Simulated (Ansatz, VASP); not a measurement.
**Two plane-wave programs on Sn**

File INCAR:

```
PREC = Accurate ; ENCUT = 520
EDIFF = 1E-7 ; ISMEAR = -1
SIGMA = 0.05 ; LREAL = False
LASPH = True ; NELM = 60
ALGO = Normal ; ISIF = 2
LWAVE = False ; LCHARG = False
GGA = PE ; NBANDS = 13
```

Contents of KPOINTS:

```
regular mesh
0
Gamma
  11 11 11
```

File POSCAR:

```
Sn
1.0
   -1.7379733663      1.7873059321      2.3538281599
    1.7379733663     -1.7873059321      2.3538281599
    1.7379733663      1.7873059321     -2.3538281599
Sn
1
Direct
    0.0000000000      0.0000000000      0.0000000000
```

File input.yaml:

```yaml
crystal:
  lattice:
    - [-1.7379733663, 1.7873059321, 2.3538281599]
    - [1.7379733663, -1.7873059321, 2.3538281599]
    - [1.7379733663, 1.7873059321, -2.3538281599]
  atoms:
    - { symbol: Sn, position: [0.0, 0.0, 0.0] }
hamiltonian:
  xc: pbe
  pseudopotentials: { kind: paw }
kpoints:
  mp_grid: { grid: [11, 11, 11] }
scf:
  occupations: { method: fermi_dirac, width: 0.05 }
output:
  forces: true
  stress: true
  eigenvalues: true
```

Change from the starting cell: volume scaled by 1.02.

Alike in both runs: task single point; functional PBE; k mesh 11 × 11 × 11; occupations fermi-dirac, width 0.05 eV; no spin polarisation.

```csv
,VASP,Ansatz
version,VASP 6.6.1,Ansatz 0.2.0
potentials or method,"VASP PAW PBE potentials, release 64 (Sn_d)",Ansatz PAW
plane-wave cutoff (eV),520,420
valence electrons in the cell,14,14
```

Ansatz gave:

- gap on the k mesh at the Fermi level (eV): none
- pressure (GPa): -1.8
- largest component of the traceless stress (GPa): 1.01

Task: Estimate VASP's values.

Result: gap on the k mesh at the Fermi level (eV): none; pressure (GPa): -1.9; largest component of the traceless stress (GPa): 1.01.

A gap of «none» marks a metal or a gap that the smearing closes. With one functional, cell and mesh, what is left measures potentials, basis and numerics.
